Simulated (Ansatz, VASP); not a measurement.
Two plane-wave programs on Ce

INCAR

```
ALGO = Normal
EDIFF = 1E-6
ENCUT = 520
GGA = PE
ISIF = 2
ISMEAR = -1
LASPH = T
LCHARG = T
LELF = T
LREAL = F
LVHAR = T
LWAVE = F
NBANDS = 12
NELM = 60
PREC = Accurate
SIGMA = 0.1
```

The input KPOINTS:

```
k-points
0
Gamma
  6 6 6
```

Contents of POSCAR:

```
Ce
1.0
    0.0000000000      2.3774557595      2.3774557595
    2.3774557595      0.0000000000      2.3774557595
    2.3774557595      2.3774557595      0.0000000000
Ce
1
Direct
    0.0000000000      0.0000000000      0.0000000000
```

Input for Ansatz:

```yaml
crystal:
  lattice:
    - [0.0, 2.3774557595, 2.3774557595]
    - [2.3774557595, 0.0, 2.3774557595]
    - [2.3774557595, 2.3774557595, 0.0]
  atoms:
    - { symbol: Ce, position: [0.0, 0.0, 0.0] }
hamiltonian:
  xc: pbe
  pseudopotentials:
    kind: paw
    azcp:
      Ce: "pseudopotentials/Ce.paw.azcp"
basis:
  ecutwfc: 420
  fft_grid_basis: typed
kpoints:
  mp_grid: { grid: [6, 6, 6], shift: [0, 0, 0] }
magnetization:
  spin_polarized: false
scf:
  occupations: { method: fermi_dirac, width: 0.1 }
  lower_state_search: "off"
output:
  stress: true
```

Alike in both runs: task single point; functional PBE; k mesh 6 × 6 × 6; occupations fermi-dirac, width 0.1 eV; no spin polarisation.

|  | VASP | Ansatz |
| --- | --- | --- |
| version | VASP 6.6.1 | Ansatz 0.2.0 |
| potentials or method | VASP PAW PBE potentials, release 64 (Ce) | plane waves (420 eV) with PAW, scalar-relativistic |
| plane-wave cutoff (eV) | 520 | 420 |
| valence electrons in the cell | 12 | 12 |

Ansatz gave:

```
pressure (GPa) : -0.3
```

Task: What did VASP give for the same quantities?

Result: Pressure (GPa): -0.4.

Caveats: the k mesh is coarse (spacing up to 0.38 Å⁻¹), so the values aren't converged. Spin-orbit coupling is left out, which matters for the levels of Ce. Spin polarisation is off, so any magnetic state and its effect on volume and gap are missing.
